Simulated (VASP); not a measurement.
Write the native input for VASP 6.6.1 that does the following.

```yaml
Task: relaxation of cell and atoms
Functional: PBEsol
Potentials_or_basis: VASP PAW PBE potentials, release 64 (Sb)
Cutoff: 600 eV
k_mesh: 6 × 6 × 6
Occupations: gaussian, width 0.1 eV
Spin: no spin polarisation
Further_INCAR_settings: ALGO = Normal; EDIFF = 1e-07; IBRION = 2; EDIFFG = -0.005; NSW = 90; ISIF = 3
```

The structure of Sb lies in POSCAR:

```
Sb
1.0
    2.1506000000      1.2416494900      3.7440000000
   -2.1506000000      1.2416494900      3.7440000000
    0.0000000000     -2.4832989800      3.7440000000
Sb
2
Direct
    0.2336400000      0.2336400000      0.2336400000
    0.7663600000      0.7663600000      0.7663600000
```

One way to write it, as run:

INCAR

```
SYSTEM = Sb
PREC = Accurate ; ENCUT = 600
EDIFF = 1E-7 ; ISMEAR = 0
SIGMA = 0.1 ; LREAL = .FALSE.
LASPH = .TRUE. ; NELM = 100
ALGO = Normal ; ISIF = 3
LWAVE = .FALSE. ; LCHARG = .FALSE.
GGA = PS ; IBRION = 2
NSW = 90 ; EDIFFG = -0.005
```

KPOINTS

```
Automatic mesh
0
G
  6 6 6
  0 0 0
```

Potentials or basis: VASP PAW PBE potentials, release 64 (Sb).

Launch:

```bash
$ cat potpaw_PBE.64/Sb/POTCAR > POTCAR
$ mpirun -np 1 vasp_std > vasp.out
```

It gave:

| Property | Result |
| --- | --- |
| Relaxed volume | 30.19 Å³/atom |
| Relaxed cell | a = 4.489 Å, b = 4.489 Å, c = 4.489 Å, α = 57.57°, β = 57.57°, γ = 57.57° |
| Space group after relaxing (to 0.05 Å) | R-3m (No. 166) |
| Energy gained by relaxing | 0.8 meV/atom |
| Ionic steps | 9 |
| Pressure after relaxing | 0.0 GPa |
| Largest force after relaxing | 0.004 eV/Å |
| Band gap on the k mesh | none (metal or under the smearing width) |

Caveat: the PAW data sets were made with another functional, which shifts forces and pressure a little.

Run time: 2.3 min on 1 thread of Intel(R) Xeon(R) Platinum 8375C CPU @ 2.90GHz (Ice Lake) (shared host), peak memory 0.2 GiB.
